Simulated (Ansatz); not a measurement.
# A series in temperature on MgO

Harmonic vibrational free energy, entropy and heat capacity at constant volume, per atom, from the force constants of a q mesh, imaginary modes left out; plane waves with PAW datasets, Gamma-centred k mesh. The results are calculated, by Ansatz 0.2.0.

Structure of every row (space group Fm-3m, No. 225):
```
cell vectors (Å)
   0.0000     2.1269     2.1269
   2.1269     0.0000     2.1269
   2.1269     2.1269     0.0000
atoms (fractions of the cell vectors)
Mg  0.50000  0.50000  0.50000
O   0.00000  0.00000  0.00000
```

Settings of every row: functional PBE; dispersion none; spin none; wave cutoff 420 eV; k mesh 12x12x12; occupations fixed; smearing width 0 eV; pressure 0 GPa; phonon method linear response; q mesh 4x4x4.

| row | temperature (K) | phonon entropy (kB/atom) | phonon heat capacity (kB/atom) | phonon free energy (meV/atom) |
| --- | --- | --- | --- | --- |
| 1 | 200 | 0.955 | 1.704 | 64.9 |
| 2 | 300 | 1.77 | 2.284 | 53.1 |
| 3 | 400 | 2.47 | 2.56 | 34.7 |
| 4 | 500 | 3.058 | 2.706 | 10.8 |
| 5 | 600 | 3.56 | 2.791 | -17.7 |
| 6 | 700 | 3.994 | 2.844 | -50.3 |
| 7 | 800 | 4.377 | 2.879 | -86.4 |
| 8 | 900 | ? | ? | ? |
| 9 | 1000 | 5.024 | 2.922 | -167.6 |

Question: what phonon entropy and phonon heat capacity should row 8 give?

Worked fit of phonon entropy. Entropy rises as the heat capacity times the change of ln T, so take t = ln(T / 300 K). The shown rows have t = -0.4055, 0, 0.2877, 0.5108, 0.6931, 0.8473, 0.9808, 1.204. Least squares give phonon entropy = 1.8003 + 2.27081 × t + 0.35307 × t² kB/atom; a straight line predicts inner rows, each left out in turn, worse (root mean square 0.078 against 0.023 kB/atom). The rows lie off it by 0.017, -0.030, -0.013, 0.006, 0.016, 0.016, 0.010, -0.022 (root mean square 0.018 kB/atom), a smooth pattern that one more power would take up: the form is only approximate. The slope at t = 0, 2.27 kB/atom, estimates the heat capacity at 300 K. The withheld row has t = 1.0986, so the fit gives 1.8003 + 2.27081 × (1.0986) + 0.35307 × (1.0986)² = 4.721 kB/atom.

The calculation gave 4.717 kB/atom. The fit lies 0.004 kB/atom (0.098 % of the column's range) above it; its largest miss of a shown row is 0.030 kB/atom.

Worked fit of phonon heat capacity. At high temperature a harmonic heat capacity falls short of its limit by a term in 1/T², so take t = (100 K / T)². The shown rows have t = 0.25, 0.11111, 0.0625, 0.04, 0.02778, 0.02041, 0.01562, 0.01. Least squares give phonon heat capacity = 2.9916 − 7.415 × t + 9.068 × t² kB/atom; a straight line predicts inner rows, each left out in turn, worse (root mean square 0.05 against 0.0058 kB/atom). The rows lie off it by -0.001, 0.004, -0.004, -0.004, -0.002, 0.000, 0.001, 0.004, a smooth pattern that one more power would take up: the form is only approximate. The constant, 2.9916 kB/atom, is to be held against the harmonic limit of 3 k_B an atom. The withheld row has t = 0.01235, so the fit gives 2.9916 − 7.415 × (0.01235) + 9.068 × (0.01235)² = 2.901 kB/atom.

The calculation gave 2.904 kB/atom. The fit lies 0.003 kB/atom (0.25 % of the column's range) below it; its largest miss of a shown row is 0.004 kB/atom.

The other values of row 8: phonon free energy -125.6 meV/atom.
